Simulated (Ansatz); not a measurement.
# Mg2Sn (Fm-3m): equation of state

An exercise on one series of results from a longer session: the logs are not shown, and one member is left open.

Computed with Ansatz 0.2.0 (DFT PBE, scalar-relativistic, plane waves, PAW, unless a step's input says otherwise).

3 further runs of the same task are left out: 1 that didn't finish, 2 set aside as unsound or not needed. Runs told in other sessions of the task aren't counted.

## The system as given

The structure is cubic, space group Fm-3m (No. 225). Conventional cell: a = 6.816 Å, b = 6.816 Å, c = 6.816 Å, α = 90.00°, β = 90.00°, γ = 90.00°. Around Mg (site symmetry -43m) lie 4 Sn at 2.95 Å. Around Sn (site symmetry m-3m) lie 8 Mg at 2.95 Å.

As a file:

```xyz
3
Lattice="0.0000 3.4081 3.4081 3.4081 0.0000 3.4081 3.4081 3.4081 0.0000" Properties=species:S:1:pos:R:3 pbc="T T T"
Mg    1.7040    1.7040    1.7040
Mg    5.1121    5.1121    5.1121
Sn    0.0000    0.0000    0.0000
```

This cell comes from an earlier session at PBE: 26.389 Å³/atom at 0.00 GPa, on a 10×10×10 mesh.

Volume factors to run: 0.980, 1.020, 0.960, 1.040.

The first run:

input.yaml

```yaml
crystal:
  lattice:
    - [0.0, 3.3851786431, 3.3851786431]
    - [3.3851786431, 0.0, 3.3851786431]
    - [3.3851786431, 3.3851786431, 0.0]
  atoms:
    - { symbol: Mg, position: [0.25, 0.25, 0.25] }
    - { symbol: Mg, position: [0.75, 0.75, 0.75] }
    - { symbol: Sn, position: [0.0, 0.0, 0.0] }
basis:
  ecutwfc: 420
  ecutrho_ratio: 4
kpoints:
  mp_grid: { grid: [10, 10, 10] }
hamiltonian:
  xc: pbe
scf:
  occupations: { method: gaussian, width: 0.05 }
output:
  forces: true
  stress: true
  eigenvalues: true
```

Started as:

```sh
$ ansatz run input.yaml --threads 4 --pin off --max-ram 7168MiB --backend cpu --events-out ev --progress --plain --runs-dir out
```

Among the steps run: Scaling the volume by 0.980; Scaling the volume by 1.020; At 0.960 of the relaxed volume; Scaling the volume by 1.040.

One table of the session follows, with a row left open; its other results are not shown here.

It belongs to the step «Energy and pressure against volume». 

```
volume (Å³/atom)  energy (meV/atom)  pressure (GPa)
          25.334               5.68            1.80
          25.861               1.36            0.85
          26.389               0.00            0.00
          26.917                  ?               ?
          27.445               4.98           -1.46
```

Q: Estimate the row for volume (Å³/atom) = 26.917 from the others.

Worked estimate for «energy (meV/atom)». A straight line through the neighbours (26.389, 0.00) and (27.445, 4.98) gives 0.00 + (4.98 − 0.00) × (26.917 − 26.389) / (27.445 − 26.389) = 2.49; a parabola fitted to 3 rows on both sides gives 1.21.

As computed: energy (meV/atom): 1.29; pressure (GPa): -0.77. In «energy (meV/atom)» the line misses by +1.20 and the parabola by -0.08.
